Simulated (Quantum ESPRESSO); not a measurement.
Crystal: Al2Au.

```
Au Al
1.0
     0.00000    3.00000    3.00000
     3.00000    0.00000    3.00000
     3.00000    3.00000    0.00000
Au Al
1 2
Cartesian
  0.0000 0.0000 0.0000
  4.5000 4.5000 4.5000
  1.5000 1.5000 1.5000
```

Base run:

```yaml
Program: Quantum ESPRESSO 7.5
Functional: PBEsol
Potentials_or_basis: PseudoDojo 0.4 FR PBEsol standard
Cutoff: 1034 eV
Density_cutoff: 4136 eV
k_mesh: 8 × 8 × 8
Occupations: fermi-dirac, width 0.05 eV
Spin: spin-orbit coupling, no magnetisation
```

Its results: band gap on the k mesh none (metal or under the smearing width); pressure -0.7 GPa.

Question: The run is repeated on the same cell with these changes: potentials or basis from PseudoDojo 0.4 FR PBEsol standard to PseudoDojo 0.4.1 SR PBEsol standard; spin from spin-orbit coupling, no magnetisation to no spin polarisation. What comes out?

Answer: Band gap on the k mesh none (metal or under the smearing width); pressure -0.1 GPa.

Caveats: spin-orbit coupling is left out, which moves the levels of the heavy elements (some runs).
